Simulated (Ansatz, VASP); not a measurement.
CO2 in VASP and in Ansatz

File INCAR:

```
SYSTEM = CO2
PREC = Accurate ; ENCUT = 520
EDIFF = 1E-7 ; ISMEAR = -1
SIGMA = 0.05 ; LREAL = .FALSE.
LASPH = .TRUE. ; NELM = 80
ALGO = Normal ; ISIF = 2
LWAVE = .FALSE. ; LCHARG = .FALSE.
GGA = PS ; NBANDS = 25
```

Contents of KPOINTS:

```
regular mesh
0
G
  8 8 4
  0 0 0
```

The input POSCAR:

```
CO2
1.0
    2.6002864409     -2.3551122982      0.0000000000
    2.6002864409      2.3551122982      0.0000000000
    0.0000000000      0.0000000000      6.4981481195
O C
4 2
Direct
    0.3065085700      0.6934914300      0.6081566100
    0.6934914300      0.3065085700      0.3918433900
    0.1934914300      0.8065085700      0.1081566100
    0.8065085700      0.1934914300      0.8918433900
    0.5000000000      0.5000000000      0.5000000000
    0.0000000000      0.0000000000      0.0000000000
```

Contents of input.yaml:

```yaml
crystal:
  lattice:
    - [2.6002864409, -2.3551122982, 0.0]
    - [2.6002864409, 2.3551122982, 0.0]
    - [0.0, 0.0, 6.4981481195]
  atoms:
    - { symbol: O, position: [0.30650857, 0.69349143, 0.60815661] }
    - { symbol: O, position: [0.69349143, 0.30650857, 0.39184339] }
    - { symbol: O, position: [0.19349143, 0.80650857, 0.10815661] }
    - { symbol: O, position: [0.80650857, 0.19349143, 0.89184339] }
    - { symbol: C, position: [0.5, 0.5, 0.5] }
    - { symbol: C, position: [0.0, 0.0, 0.0] }
kpoints:
  mp_grid: { grid: [8, 8, 4] }
scf:
  occupations: { method: fermi_dirac, width: 0.05 }
hamiltonian:
  xc: pbesol
  pseudopotentials: { kind: all_electron, lapw: { basis_error: 0.001 } }
output:
  forces: true
  stress: true
  eigenvalues: true
```

Change from the starting cell: volume scaled by 0.96.

Alike in both runs: task single point; functional PBEsol; k mesh 8 × 8 × 4; occupations fermi-dirac, width 0.05 eV; no spin polarisation.

|  | VASP | Ansatz |
| --- | --- | --- |
| version | VASP 6.6.1 | Ansatz 0.2.0 |
| potentials or method | VASP PAW PBE potentials, release 64 (O, C) | all-electron LAPW, scalar-relativistic |
| plane-wave cutoff (eV) | 520 | see its input |

Ansatz gave:

| Property | Result |
| --- | --- |
| gap on the k mesh at the Fermi level (eV) | 6.72 |
| least direct gap on the mesh (eV) | 7.33 |
| pressure (GPa) | 6.7 |
| largest component of the traceless stress (GPa) | 5.11 |
| rms of the force components (eV/Å) | 0.793 |

What did VASP give for the same quantities?

gap on the k mesh at the Fermi level (eV): 6.70; least direct gap on the mesh (eV): 7.30; pressure (GPa): 8.7; largest component of the traceless stress (GPa): 7.46; rms of the force components (eV/Å): 1.158.

Atom by atom the forces differ by 0.364 eV/Å (rms over components). Ansatz ran all-electron here, so the differences hold the error of VASP's frozen core and of both bases.

Caveats: the standard files for N, O and F lose accuracy on very short bonds (VASP); the PAW data sets were made with another functional, which shifts forces and pressure a little (VASP); forces of over 1 eV/Å show positions far from the minimum, so gaps and moduli don't describe the material at rest (Ansatz). A k mesh can miss the band edges.
